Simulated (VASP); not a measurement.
## MgO in VASP 6.6.1, single-point calculation

INCAR

```
ISMEAR = -1
NBANDS = 16
NELM = 120
EDIFF = 1E-7
ADDGRID = .TRUE.
LCHARG = .FALSE.
SIGMA = 0.02
GGA = PE
ISPIN = 2
ENCUT = 520
MAGMOM = 3 3 3 -3
LASPH = .TRUE.
LREAL = .FALSE.
ISIF = 2
IBRION = -1
NSW = 0
LWAVE = .FALSE.
PREC = Accurate
```

KPOINTS

```
KPOINTS created by Atomic Simulation Environment
0
Gamma
12 12 6
0 0 0
```

POSCAR

```
Mg O
 1.0000000000000000
     3.2882172281021651   -0.0000000000288675    0.0000000000000000
    -1.6441086140260825    2.8476796527125590    0.0000000000000000
     0.0000000000000000    0.0000000000000000    5.0847099375000004
 Mg  O
   2   2
Cartesian
  0.0000000000166667  1.8984531017987500 -0.0423310963688783
  1.6441086140594163  0.9492265508849415  2.5000238723811226
  0.0000000000166667  1.8984531017987500  1.9490973229313788
  1.6441086140594163  0.9492265508849415  4.4914522916813793
```

The recommended PBE PAW datasets give the neutral cell 16 valence electrons.

Command

```
mpirun -np 1 vasp_std
```

**Question.** How does this run end, and what does it give?

**Answer.** It converged. Results: pressure 2.4 GPa; largest force 0.01 eV/Å; magnetic moment of the cell 0.00 μB.

OSZICAR

```
N       E                     dE             d eps       ncg     rms          rms(c)
DAV:   1     0.810305217284E+02    0.81031E+02   -0.78184E+03  6400   0.860E+02
DAV:   2    -0.726455705836E+01   -0.88295E+02   -0.81633E+02  8752   0.204E+02
DAV:   3    -0.114696500641E+02   -0.42051E+01   -0.41964E+01  7584   0.463E+01
DAV:   4    -0.114906101638E+02   -0.20960E-01   -0.20960E-01  7928   0.378E+00
DAV:   5    -0.114907483370E+02   -0.13817E-03   -0.13817E-03  7768   0.286E-01    0.294E+01
DAV:   6    -0.221569339826E+02   -0.10666E+02   -0.23485E+01  6800   0.359E+01    0.791E+00
DAV:   7    -0.234611034682E+02   -0.13042E+01   -0.26516E+00  7704   0.120E+01    0.295E+00
DAV:   8    -0.235149587339E+02   -0.53855E-01   -0.25537E-01  7608   0.405E+00    0.127E+00
DAV:   9    -0.235207242527E+02   -0.57655E-02   -0.40429E-02  6512   0.175E+00    0.722E-01
DAV:  10    -0.235256507231E+02   -0.49265E-02   -0.41219E-03  6680   0.617E-01    0.160E-01
DAV:  11    -0.235267697377E+02   -0.11190E-02   -0.18658E-03  6792   0.334E-01    0.796E-02
DAV:  12    -0.235269106653E+02   -0.14093E-03   -0.14069E-04  6728   0.114E-01    0.387E-02
DAV:  13    -0.235270234920E+02   -0.11283E-03   -0.11711E-04  6512   0.860E-02    0.163E-02
DAV:  14    -0.235270310904E+02   -0.75984E-05   -0.11244E-05  6760   0.405E-02    0.597E-03
DAV:  15    -0.235270319234E+02   -0.83299E-06   -0.46495E-06  7256   0.183E-02    0.271E-03
DAV:  16    -0.235270321900E+02   -0.26661E-06   -0.47574E-07  6672   0.833E-03    0.123E-03
DAV:  17    -0.235270322411E+02   -0.51112E-07   -0.15309E-07  5880   0.307E-03
   1 F= -.23527032E+02 E0= -.23527032E+02  d E =-.403682E-10  mag=     0.0000
```

Standard output (part)

```
POSCAR found type information on POSCAR MgO
 POSCAR found :  2 types and       4 ions
 LDA part: xc-table for (Slater+PW92), standard interpolation
 POSCAR, INCAR and KPOINTS ok, starting setup
 WAVECAR not read
 entering main loop
```

For comparison, a separate PBE run of the intended cell, on usual settings and not on those above, gives a gap of 3.52 eV on its mesh and a pressure of 2.4 GPa.
